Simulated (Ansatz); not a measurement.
## GaSe4: competing structures

These are results of DFT PBE, scalar-relativistic, plane waves, PAW in Ansatz 0.2.0, not measurements. Settings: cutoff 420 eV, Γ-centred meshes spaced at most about 0.3 Å⁻¹, and about 0.25 Å⁻¹ or finer for metals (2π included), Gaussian smearing. No spin polarisation.

The zero of energy is the elements' standard structures at the same level; no fitted shifts are applied.

All energies are static (0 K, no zero-point motion). Only the structures computed here compete, so a lower one can exist. For metals, differences of a few meV/atom aren't resolved. No dispersion correction is applied, so the spacing and binding between layers, chains or molecules are poorly described (P-3m1 at 27.3 Å³/atom, P-42_1c, P4_2/mcm, P-3m1 at 21.9 Å³/atom), and this can change margins and order among such cells. Kohn–Sham gaps at this level usually fall short of measured ones. In P-3m1 at 21.9 Å³/atom an odd number of electrons in the primitive cell allows no gap without spin; a larger cell or a magnetic state could open one. The reference form of Se is held partly by dispersion forces, which this level lacks.

Invented guesses were relaxed alike, and ends that match in structure were merged. ΔE counts from the first row. Coordination counts Se atoms around Ga (those within 1.25 times the shortest such distance or 1.15 times the sum of covalent radii; the shortest distance is added where it is long for a bond). The ends were matched against large subsets of the Crystallography Open Database and the Materials Project, so a missing match doesn't prove that a structure is unreported.

| # | reached from | type and space group | atoms | Å³/atom | coordination | ΔE (meV/atom) | gap on mesh (eV) | in databases |
| --- | --- | --- | --- | --- | --- | --- | --- | --- |
| 1 | a cell proposed by chemical analogy | P-3m1 (No. 164) | 10 | 27.3 | Ga 3 | 0 | 0.41 | no match |
| 2 | Pd4S type (P-42_1c) | P-42_1c (No. 114) | 10 | 27.8 | Ga 4 | 22 | 0.00 | no match |
| 3 | a cell proposed by chemical analogy | P4_2/mcm (No. 132) | 10 | 29.2 | Ga 4 | 54 | 0.00 | no match |
| 4 | Co4H type (P-3m1) | P-3m1 (No. 164) | 5 | 21.9 | Ga 6 | 140 | 0.00 | no match |
| 5 | a cell proposed by chemical analogy | P4/mcc (No. 124) | 10 | 24.0 | Ga 8 from 2.9 Å | 144 | 0.00 | no match |

The lowest: Space group P-3m1 (No. 164), trigonal, a = 3.789 Å, c = 21.973 Å. Around Ga lie 1 Ga at 2.46 Å and 3 Se at 2.49 Å; Se on its first site has 3 Ga at 2.49 Å; Se on its second site is surrounded by 3 Se at 2.68 Å; Se on its third site is surrounded by 6 Se at 2.68 Å; Se on its fourth site is surrounded by 3 Se at 2.68 Å. Its energy over the elements is −0.135 eV/atom. A negative formation energy is needed for stability but isn't enough: competing phases decide. An observed structure of this formula, if there is one, may be missing.

```
Ga Se
1.0
     3.78935    0.00000    0.00000
    -1.89467    3.28167    0.00000
     0.00000    0.00000   21.97328
Ga Se
2 8
Cartesian
  0.0000 0.0000 1.2307
  0.0000 0.0000 20.7426
  0.0000 2.1878 2.4122
  1.8947 1.0939 19.5610
  0.0000 2.1878 15.7127
  0.0000 0.0000 14.1615
  0.0000 0.0000 7.8118
  0.0000 2.1878 9.3659
  1.8947 1.0939 12.6073
  1.8947 1.0939 6.2606
```

The second: Space group P-42_1c (No. 114), tetragonal, a = 5.340 Å, c = 9.745 Å. Ga is surrounded by 4 Se at 2.48 Å; Se has 1 Se at 2.38 Å and 1 Ga at 2.48 Å. Counting Se atoms around Ga, the first has Ga 3 and the second has Ga 4. The second holds Se–Se pairs (shortest 2.38 Å); in the first the shortest Se–Se distance is 2.68 Å, near bonding range too. Cells relaxed within their symmetry can be saddle points. Some structure types and database cells were kept out of the candidates from the start, so a known form may be missing.

The lowest cell is less a new compound than a stack of GaSe-type layers and selenium slabs. Its Ga–Ga bonds give formally divalent gallium and a closed-shell GaSe layer, leaving the remaining selenium essentially neutral. This accounts for a gap despite the unusual composition. The negative formation energy therefore probably comes mostly from Ga–Se bonding within that layer. In the slabs, contacts of 2.68 Å are long for Se–Se single bonds and suggest delocalised, multicentre bonding rather than the two-bonded chains of elemental selenium.

The P-42_1c cell shows the opposite compromise: trivalent gallium supplies three electrons, whereas two Se₂²⁻ units need four. The resulting hole probably lies in Se–Se antibonding and lone-pair states, consistent with the missing gap.

Gallium–gallium bonds surviving beside excess selenium are chemically suspect, since selenium should oxidise them. Separation into Ga₂Se₃ and selenium is thus the likely fate of this composition, though that reaction energy was not computed.
